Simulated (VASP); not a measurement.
# Pb (C2/m) in VASP: further runs

One crystal, Pb, is run at these levels: LDA; tasks: single point.

Program: VASP 6.6.1. These are calculated values, not measurements. Logs are shortened: lines on timing, memory, paths and dates and some standing lists are left out, and cuts for length are marked.

## (1) The structure

It takes space group C2/m (No. 12, monoclinic). Conventional cell: a = 6.077 Å, b = 3.501 Å, c = 6.452 Å, α = 90.00°, β = 109.14°, γ = 90.00°. Pb (site symmetry m) has 10 Pb at 3.34 to 3.51 Å as nearest neighbours.

This isn't the form of Pb at room conditions, which is fcc.

## (2) Single point, LDA

Input file INCAR:

```
SYSTEM = Pb
ADDGRID = .False. ; ALGO = Normal
EDIFF = 1E-6 ; ENCUT = 520
GGA = CA ; ISIF = 2
ISMEAR = 1 ; LASPH = .True.
LCHARG = .False. ; LREAL = .False.
LWAVE = .False. ; NELM = 100
PREC = Accurate ; SIGMA = 0.2
```

Input file KPOINTS:

```
k-points
0
Gamma
  12 12 6
  0 0 0
```

Input file POSCAR:

```
Pb
1.0
    3.0386068135     -1.7503199600      0.0000000000
    3.0386068135      1.7503199600      0.0000000000
   -2.1154626375      0.0000000000      6.0952248674
Pb
2
Direct
    0.9226740000      0.9042520000      0.7213670000
    0.1042030000      0.0659440000      0.2801110000
```

Potentials or basis: VASP PAW LDA potentials, release 64 (Pb_d).

On the command line:

```console
cat potpaw_LDA.64/Pb_d/POTCAR > POTCAR
mpirun -np 1 vasp_std > vasp.out
```

OUTCAR:

```text
SYSTEM = Pb
   EDIFF = 1E-6
   ENCUT = 520
   GGA = CA
   ISIF = 2
   ISMEAR = 1
   LASPH = .True.
   LREAL = .False.
   NELM = 100
   PREC = Accurate

 Found    436 irreducible k-points:

 Following reciprocal coordinates:
            Coordinates               Weight
  0.000000  0.000000  0.000000      1.000000
  0.083333 -0.000000  0.000000      2.000000
  0.000000 -0.083333 -0.000000      2.000000
  0.166667  0.000000  0.000000      2.000000
 -0.000000 -0.166667  0.000000      2.000000
  0.250000  0.000000 -0.000000      2.000000
   k-points           NKPTS =    436   k-points in BZ     NKDIM =    436   number of bands    NBANDS=     18
   number of dos      NEDOS =    301   number of ions     NIONS =      2
   total plane-waves  NPLWV =  37632
   dimension x,y,z NGX =    28 NGY =   28 NGZ =   48
   dimension x,y,z NGXF=    56 NGYF=   56 NGZF=   96
   ions per type =               2
   NGX,Y,Z   is equivalent  to a cutoff of  13.27, 13.27, 12.37 a.u.
   NGXF,Y,Z  is equivalent  to a cutoff of  26.55, 26.55, 24.74 a.u.
 SYSTEM =  Pb
   PREC   = accura    normal or accurate (medium, high low for compatibility)
   ISTART =      0    job   : 0-new  1-cont  2-samecut
   ICHARG =      2    charge: 1-file 2-atom 10-const
   ISPIN  =      1    spin polarized calculation?
   LNONCOLLINEAR =      F non collinear calculations
   LSORBIT =      F    spin-orbit coupling
   LASPH  =      T    aspherical Exc in radial PAW
   ENCUT  =  520.0 eV  38.22 Ry    6.18 a.u.   6.52  6.52 12.00*2*pi/ulx,y,z
   NELM   =    100;   NELMIN=  2; NELMDL= -5     # of ELM steps
   EDIFF  = 0.1E-05   stopping-criterion for ELM
   LREAL  =      F    real-space projection
   EDIFFG = 0.1E-04   stopping-criterion for IOM
   NSW    =      0    number of steps for IOM
   IBRION =     -1    ionic relax: 0-MD 1-quasi-New 2-CG
   NFREE  =      0    steps in history (QN), initial steepest desc. (CG)
   ISIF   =      2    stress and relaxation
   ISYM   =      2    0-nonsym 1-usesym 2-fastsym
   POTIM  = 0.5000    time-step for ionic-motion
   TEBEG  =    0.0;   TEEND  =   0.0 temperature during run
   PSTRESS=    0.0 pullay stress
   NELECT =      28.0000    total number of electrons
   NUPDOWN=      -1.0000    fix difference up-down
   EMIN   =  10.00;   EMAX   =-10.00  energy-range for DOS
   EFERMI =   0.00;   METHOD = LEGACY
   ISMEAR =     1;   SIGMA  =   0.20  broadening in eV -4-tet -1-fermi 0-gaus
   EFERMI_NEDOS =   21; number of points for ismear=-14 and -15
   IALGO  =     38    algorithm
   IMIX   =      4    mixing-type and parameters
     AMIX     =   0.40;   BMIX     =  1.00
     AMIX_MAG =   1.60;   BMIX_MAG =  1.00
  volume/ion in A,a.u.               =      32.42       218.77
  Fermi-wavevector in a.u.,A,eV,Ry     =   1.237438  2.338420 20.833975  1.531254
  Thomas-Fermi vector in A             =   2.372006
   LORBIT       =      0    0 simple, 1 ext, 2 COOP (PROOUT), +10 PAW based schemes
   GGA     = CA    functional components
   LHFCALC =     F    Hartree Fock is set to
   AEXX    =    0.0000 exact exchange contribution
   IVDW    =     0    specifies the selected vdW correction
   LEPSILON=     F    determine dielectric tensor
   LRPA    =     F    only Hartree local field effects (RPA)
 non-spin polarized calculation
 Methfessel and Paxton  Order N= 1 SIGMA  =   0.20
  energy-cutoff  :      520.00
  volume of cell :       64.84
 maximum number of plane-waves:      1774
 NGX is ok and might be reduce to    28
   NGX = 13   NGY = 13   NGZ = 23

 number of electron      28.0000003 magnetization

 Free energy of the ion-electron system (eV)
  ---------------------------------------------------
  ext. energy  EPLUGINS =         0.00000000
  ---------------------------------------------------
  free energy    TOTEN  =        -8.32234656 eV

  energy without entropy =       -8.32213559  energy(sigma->0) =       -8.32227624

 E-fermi :   6.2577     XC(G=0): -10.0820

 val. band max:        6.2562254641   @ k =   0.5000   0.0833  -0.1667
 cond. band min:       6.2599683662   @ k =  -0.0833  -0.2500  -0.3333
 fundamental gap:      0.0037429021
 Fermi energy:         6.2577368571

 k-point     1 :       0.0000    0.0000    0.0000
  band No.  band energies     occupation
      1     -10.8016      2.00000
      2     -10.7210      2.00000
      3     -10.7200      2.00000
      4     -10.7199      2.00000
      5     -10.7178      2.00000
      6     -10.7090      2.00000
[... 10 lines left out ...]
     17      12.7795      0.00000
     18      12.8807      0.00000

 k-point     2 :       0.0833   -0.0000    0.0000
  band No.  band energies     occupation
      1     -10.7963      2.00000
      2     -10.7360      2.00000
      3     -10.7218      2.00000
      4     -10.7069      2.00000
      5     -10.7034      2.00000
      6     -10.6843      2.00000
[... 10 lines left out ...]
     17      12.7172      0.00000
     18      12.8315      0.00000

 k-point     3 :       0.0000   -0.0833   -0.0000
  band No.  band energies     occupation
      1     -10.7959      2.00000
      2     -10.7361      2.00000
      3     -10.7218      2.00000
      4     -10.7075      2.00000
      5     -10.7033      2.00000
      6     -10.6849      2.00000
[... 10 lines left out ...]
     17      12.7198      0.00000
     18      12.8393      0.00000

 k-point     4 :       0.1667    0.0000    0.0000
  band No.  band energies     occupation
      1     -10.7853      2.00000
      2     -10.7556      2.00000
      3     -10.7338      2.00000
      4     -10.6753      2.00000
      5     -10.6613      2.00000
      6     -10.6508      2.00000
[... 10 lines left out ...]
     17      12.2900      0.00000
     18      12.7338      0.00000

 k-point     5 :      -0.0000   -0.1667    0.0000
  band No.  band energies     occupation
      1     -10.7820      2.00000
      2     -10.7588      2.00000
      3     -10.7335      2.00000
      4     -10.6778      2.00000
      5     -10.6603      2.00000
      6     -10.6531      2.00000
[... 10 lines left out ...]
     17      12.3112      0.00000
     18      12.7174      0.00000

 k-point     6 :       0.2500    0.0000   -0.0000
  band No.  band energies     occupation
      1     -10.7979      2.00000
      2     -10.7565      2.00000
      3     -10.7508      2.00000
      4     -10.6803      2.00000
      5     -10.6527      2.00000
      6     -10.6027      2.00000
[... 10 lines left out ...]
     17      11.5756      0.00000
     18      12.5495      0.00000

 [... further k-points ...]

------------------------ aborting loop because EDIFF is reached ----------------------------------------

  FORCE on cell =-STRESS in cart. coord.  units (eV):
  Direction    XX          YY          ZZ          XY          YZ          ZX
  --------------------------------------------------------------------------------------
  -------------------------------------------------------------------------------------
  Total       -1.0928499     -1.1596442     -0.8832032     -0.0141516     -0.0361995     -0.0882356
  in kB      -27.0059472    -28.6565339    -21.8252662     -0.3497068     -0.8945433     -2.1804333
  external PRESSURE =     -25.8292491 kB  Pullay stress =       0.0000000 kB

 VOLUME and BASIS-vectors are now :
 -----------------------------------------------------------------------------
  energy-cutoff  :      520.00
  volume of cell :       64.84
      direct lattice vectors                 reciprocal lattice vectors
     3.038606813 -1.750319960  0.000000000     0.164549095 -0.285662057  0.057109864
     3.038606813  1.750319960  0.000000000     0.164549095  0.285662057  0.057109864
    -2.115462637  0.000000000  6.095224867     0.000000000  0.000000000  0.164062856

 POSITION                                       TOTAL-FORCE (eV/Angst)
 -----------------------------------------------------------------------------------
      4.02528     -0.03224      4.39689        -0.014321     -0.008937      0.074215
     -0.07555     -0.06697      1.70734         0.014321      0.008937     -0.074215
 -----------------------------------------------------------------------------------
    total drift:                                0.000010     -0.000002      0.000016

  FREE ENERGIE OF THE ION-ELECTRON SYSTEM (eV)
  ---------------------------------------------------
  free  energy   TOTEN  =        -8.3223465644 eV

  energy  without entropy=       -8.3221355930  energy(sigma->0) =       -8.32227624
```

Wall time 2.1 min (1 thread of Intel Xeon 6975P-C (Granite Rapids), shared host); peak memory 0.49 GiB.

These settings aren't checked as converged: the numbers below hold their error.

What came out:

| Item | Value |
| --- | --- |
| Free energy | -8.3223 eV |
| Pressure | -2.6 GPa |
| Largest force | 0.076 eV/Å |
| Band gap on the k mesh | none (metal or under the smearing width) |

## (3) Single point, LDA

Changes to INCAR since step 2:

```diff
@@ -2,3 +2,3 @@
 ADDGRID = .False. ; ALGO = Normal
-EDIFF = 1E-6 ; ENCUT = 520
+EDIFF = 1E-6 ; ENCUT = 220
 GGA = CA ; ISIF = 2
```

Input file KPOINTS:

```
k-points
0
Gamma
  19 19 9
  0 0 0
```

Input file POSCAR:

```
Pb
1.0
    3.0386068135     -1.7503199600      0.0000000000
    3.0386068135      1.7503199600      0.0000000000
   -2.1154626375      0.0000000000      6.0952248674
Pb
2
Direct
    0.9085084100      0.9085084100      0.7262922000
    0.0914915900      0.0914915900      0.2737078000
```

Potentials or basis: VASP PAW LDA potentials, release 64 (Pb_d).

On the command line:

```console
cat potpaw_LDA.64/Pb_d/POTCAR > POTCAR
mpirun -np 1 vasp_std > vasp.out
```

It took 71 s on 1 thread of Intel Xeon 6975P-C (Granite Rapids), shared host; peak memory 0.31 GiB.

The run converged, but a check on its numbers failed (symmetry, net force, bounds or a known fault of this set-up), so they aren't taken as properties of the crystal.

Caveat: the cutoff lies under the usual one of these potentials, so the numbers hold a large basis-set error.

## (4) Single point, LDA

INCAR is that of step 3.

KPOINTS is that of step 3.

Input file POSCAR:

```
Pb
1.0
    3.0386068135     -1.7503199600      0.0000000000
    3.0386068135      1.7503199600      0.0000000000
   -2.1154626375      0.0000000000      6.0952248674
Pb
2
Direct
    0.9226740000      0.9042520000      0.7213670000
    0.1042030000      0.0659440000      0.2801110000
```

Potentials or basis: VASP PAW LDA potentials, release 64 (Pb_d).

On the command line:

```console
cat potpaw_LDA.64/Pb_d/POTCAR > POTCAR
mpirun -np 1 vasp_std > vasp.out
```

OUTCAR:

```text
SYSTEM = Pb
   EDIFF = 1E-6
   ENCUT = 220
   GGA = CA
   ISIF = 2
   ISMEAR = 1
   LASPH = .True.
   LREAL = .False.
   NELM = 100
   PREC = Accurate

 Found   1625 irreducible k-points:

 Following reciprocal coordinates:
            Coordinates               Weight
  0.000000  0.000000  0.000000      1.000000
  0.052632  0.000000  0.000000      2.000000
 -0.000000 -0.052632  0.000000      2.000000
  0.105263  0.000000  0.000000      2.000000
 -0.000000 -0.105263  0.000000      2.000000
[... 204 lines left out ...]
------------------------ aborting loop because EDIFF is reached ----------------------------------------

  FORCE on cell =-STRESS in cart. coord.  units (eV):
  Direction    XX          YY          ZZ          XY          YZ          ZX
  --------------------------------------------------------------------------------------
  -------------------------------------------------------------------------------------
  Total       -3.3978384     -3.4630086     -3.1395752     -0.0232469     -0.0320899     -0.0830519
  in kB      -83.9656435    -85.5760956    -77.5835754     -0.5744660     -0.7929898     -2.0523360
  external PRESSURE =     -82.3751048 kB  Pullay stress =       0.0000000 kB

 VOLUME and BASIS-vectors are now :
 -----------------------------------------------------------------------------
  energy-cutoff  :      220.00
  volume of cell :       64.84
      direct lattice vectors                 reciprocal lattice vectors
     3.038606813 -1.750319960  0.000000000     0.164549095 -0.285662057  0.057109864
     3.038606813  1.750319960  0.000000000     0.164549095  0.285662057  0.057109864
    -2.115462637  0.000000000  6.095224867     0.000000000  0.000000000  0.164062856

 POSITION                                       TOTAL-FORCE (eV/Angst)
 -----------------------------------------------------------------------------------
      4.02528     -0.03224      4.39689        -0.016399     -0.011195      0.066247
     -0.07555     -0.06697      1.70734         0.016399      0.011195     -0.066247
 -----------------------------------------------------------------------------------
    total drift:                                0.000013      0.000053      0.000118

  FREE ENERGIE OF THE ION-ELECTRON SYSTEM (eV)
  ---------------------------------------------------
  free  energy   TOTEN  =        -8.2735763868 eV

  energy  without entropy=       -8.2720646392  energy(sigma->0) =       -8.27307247
```

OSZICAR:

```text
N       E                     dE             d eps       ncg     rms          rms(c)
DAV:   1     0.199333645595E+03    0.19933E+03   -0.96469E+03 59460   0.942E+02
DAV:   2     0.135511636027E+01   -0.19798E+03   -0.19581E+03 59742   0.337E+02
DAV:   3    -0.816388018467E+01   -0.95190E+01   -0.94409E+01 69314   0.877E+01
DAV:   4    -0.830588900307E+01   -0.14201E+00   -0.14184E+00 64686   0.122E+01
DAV:   5    -0.831001666245E+01   -0.41277E-02   -0.41275E-02 65768   0.179E+00    0.830E-01
DAV:   6    -0.828124093433E+01    0.28776E-01   -0.46820E-02 69910   0.252E+00    0.414E-01
DAV:   7    -0.827409928340E+01    0.71417E-02   -0.21710E-02 64416   0.159E+00    0.135E-01
DAV:   8    -0.827357960411E+01    0.51968E-03   -0.96387E-04 61978   0.399E-01    0.125E-02
DAV:   9    -0.827357631740E+01    0.32867E-05   -0.79995E-05 62436   0.805E-02    0.689E-03
DAV:  10    -0.827357638683E+01   -0.69426E-07   -0.86061E-06 69566   0.358E-02
   1 F= -.82735764E+01 E0= -.82730725E+01  d E =-.151175E-02
```

Run time: 2.3 min. Hardware: 1 thread of Intel Xeon 6975P-C (Granite Rapids), shared host; peak memory 0.49 GiB.

The run converged, but a check on its numbers failed (symmetry, net force, bounds or a known fault of this set-up), so they aren't taken as properties of the crystal.

Caveat: the cutoff lies under the usual one of these potentials, so the numbers hold a large basis-set error.

## (5) Single point, LDA

Changes to INCAR since step 4:

```diff
@@ -2,3 +2,3 @@
 ADDGRID = .False. ; ALGO = Normal
-EDIFF = 1E-6 ; ENCUT = 220
+EDIFF = 1E-6 ; ENCUT = 400
 GGA = CA ; ISIF = 2
```

Input file KPOINTS:

```
k-points
0
Gamma
  14 14 7
  0 0 0
```

Input file POSCAR:

```
Pb
1.0
    3.0386068135     -1.7503199600      0.0000000000
    3.0386068135      1.7503199600      0.0000000000
   -2.1154626375      0.0000000000      6.0952248674
Pb
2
Direct
    0.9085084100      0.9085084100      0.7262922000
    0.0914915900      0.0914915900      0.2737078000
```

Potentials or basis: VASP PAW LDA potentials, release 64 (Pb_d).

On the command line:

```console
cat potpaw_LDA.64/Pb_d/POTCAR > POTCAR
mpirun -np 1 vasp_std > vasp.out
```

OUTCAR:

```text
SYSTEM = Pb
   EDIFF = 1E-6
   ENCUT = 400
   GGA = CA
   ISIF = 2
   ISMEAR = 1
   LASPH = .True.
   LREAL = .False.
   NELM = 100
   PREC = Accurate

 Found    372 irreducible k-points:

 Following reciprocal coordinates:
            Coordinates               Weight
  0.000000  0.000000  0.000000      1.000000
  0.071429 -0.000000 -0.000000      4.000000
  0.142857  0.000000 -0.000000      4.000000
  0.214286  0.000000 -0.000000      4.000000
  0.285714  0.000000  0.000000      4.000000
[... 203 lines left out ...]
------------------------ aborting loop because EDIFF is reached ----------------------------------------

  FORCE on cell =-STRESS in cart. coord.  units (eV):
  Direction    XX          YY          ZZ          XY          YZ          ZX
  --------------------------------------------------------------------------------------
  -------------------------------------------------------------------------------------
  Total       -1.3509875     -1.3800370     -0.9633248      0.0000000      0.0000000      0.0137472
  in kB      -33.3849116    -34.1027680    -23.8051887      0.0000000      0.0000000      0.3397144
  external PRESSURE =     -30.4309561 kB  Pullay stress =       0.0000000 kB

 VOLUME and BASIS-vectors are now :
 -----------------------------------------------------------------------------
  energy-cutoff  :      400.00
  volume of cell :       64.84
      direct lattice vectors                 reciprocal lattice vectors
     3.038606813 -1.750319960  0.000000000     0.164549095 -0.285662057  0.057109864
     3.038606813  1.750319960  0.000000000     0.164549095  0.285662057  0.057109864
    -2.115462637  0.000000000  6.095224867     0.000000000  0.000000000  0.164062856

 POSITION                                       TOTAL-FORCE (eV/Angst)
 -----------------------------------------------------------------------------------
      3.98476      0.00000      4.42691         0.016268      0.000000     -0.079343
     -0.02300      0.00000      1.66831        -0.016268      0.000000      0.079343
 -----------------------------------------------------------------------------------
    total drift:                                0.000000      0.000000     -0.000000

  FREE ENERGIE OF THE ION-ELECTRON SYSTEM (eV)
  ---------------------------------------------------
  free  energy   TOTEN  =        -8.3239429126 eV

  energy  without entropy=       -8.3247223830  energy(sigma->0) =       -8.32420274
```

Run time: 56 s. Hardware: 1 thread of Intel Xeon 6975P-C (Granite Rapids), shared host; peak memory 0.32 GiB.

The run converged, but some of its settings lie outside the range that counts as converged, so its numbers aren't taken as properties of the crystal.

Results:

```
Free energy            : -8.3239 eV
Pressure               : -3.0 GPa
Largest force          : 0.081 eV/Å
Band gap on the k mesh : none (metal or under the smearing width)
```

## (6) Single point, LDA

INCAR is that of step 5.

KPOINTS is that of step 5.

Input file POSCAR:

```
Pb
1.0
    3.0386068135     -1.7503199600      0.0000000000
    3.0386068135      1.7503199600      0.0000000000
   -2.1154626375      0.0000000000      6.0952248674
Pb
2
Direct
    0.9226740000      0.9042520000      0.7213670000
    0.1042030000      0.0659440000      0.2801110000
```

Potentials or basis: VASP PAW LDA potentials, release 64 (Pb_d).

On the command line:

```console
cat potpaw_LDA.64/Pb_d/POTCAR > POTCAR
mpirun -np 1 vasp_std > vasp.out
```

Run time: 1.7 min. Hardware: 1 thread of Intel Xeon 6975P-C (Granite Rapids), shared host; peak memory 0.5 GiB.

These settings aren't checked as converged: the numbers below hold their error.

Results:

```yaml
Free_energy: -8.3246 eV
Pressure: -2.7 GPa
Largest_force: 0.076 eV/Å
Band_gap_on_the_k_mesh: none (metal or under the smearing width)
```

## (7) The reference run

An earlier run on the cell as given: functional PBE; potentials or basis VASP PAW PBE potentials, release 64 (Pb_d); cutoff 520 eV; k mesh 9 × 9 × 5; occupations fermi-dirac, width 0.05 eV; no spin polarisation.

* Pressure: 0.7 GPa
* Largest force: 0.079 eV/Å
* Band gap on the k mesh: none (metal or under the smearing width)
